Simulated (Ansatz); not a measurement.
# Equation of state of yttrium, simple cubic

All numbers below come from DFT, RPBE, plane waves (420 eV) with PAW, scalar-relativistic (Ansatz 0.2.0). (PAW data from PBE, frozen cores regenerated.)

The cell is scaled uniformly from the relaxed one, with fractional coordinates and shape fixed. Energies are extrapolated to zero smearing, pressures are those at the given smearing. Magnetic state: spin not included.

```
V (Å³/atom)  E − E₀ (meV/atom)  P (GPa)
     32.330               42.3     3.72
     33.799               16.2     2.24
     35.269                2.9     0.99
     36.739                0.2    -0.07
     38.208                6.5    -0.96
     39.678               20.0    -1.71
     41.147               39.8    -2.36
```

Q: Fit a third-order Birch-Murnaghan equation.

A: V₀ = 36.41 Å³/atom, B₀ = 25 GPa, B₀′ = 3.5.
